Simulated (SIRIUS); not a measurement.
Crystal: C.

```xyz
4
Lattice="1.3490 -3.9090 0.0000 1.3490 3.9090 0.0000 0.0000 0.0000 2.5098" Properties=species:S:1:pos:R:3 pbc="T T T"
C     1.3490    3.2362    1.2549
C     1.3490   -3.2362    1.2549
C     1.3490    2.4296    0.0000
C     1.3490   -2.4296    0.0000
```

The cell was built by a generator and needn't be a form met in nature.

* Program: SIRIUS 7.10.0
* Task: single point
* Functional: PBE
* Potentials or basis: PseudoDojo 0.4.1 PBE standard (scalar relativistic)
* Cutoff: 1127 eV
* Density cutoff: 4507 eV
* k mesh: 10 × 10 × 11
* Occupations: fermi-dirac, width 0.05 eV
* Spin: no spin polarisation

On this cell: pressure 0.0 GPa; largest force 0.064 eV/Å; band gap on the k mesh none (metal or under the smearing width).

The same run follows on a disturbed copy (atoms moved at random, drawn with an rms of 0.05 Å):

```
C
1.0
     1.34897   -3.90897    0.00000
     1.34897    3.90897    0.00000
     0.00000    0.00000    2.50981
C
4
Direct
  0.09561 0.91442 0.50955
  0.92272 0.10167 0.50143
  0.19170 0.80680 0.99240
  0.81416 0.18270 0.02876
```

What changes?

The energy (extrapolated to zero smearing) moves by +78.0 meV/atom; pressure 0.2 GPa; largest force 5.249 eV/Å; band gap on the k mesh none (metal or under the smearing width).

Forces on the atoms (eV/Å):
```
C   -0.060  2.208 -1.669
C   -0.513 -4.265  3.016
C    0.185  0.380  2.463
C    0.388  1.678 -3.810
```

Stress tensor (GPa, compression positive):
```
-0.53  0.28  0.46
 0.28 -4.67 -8.75
 0.46 -8.75  5.90
```
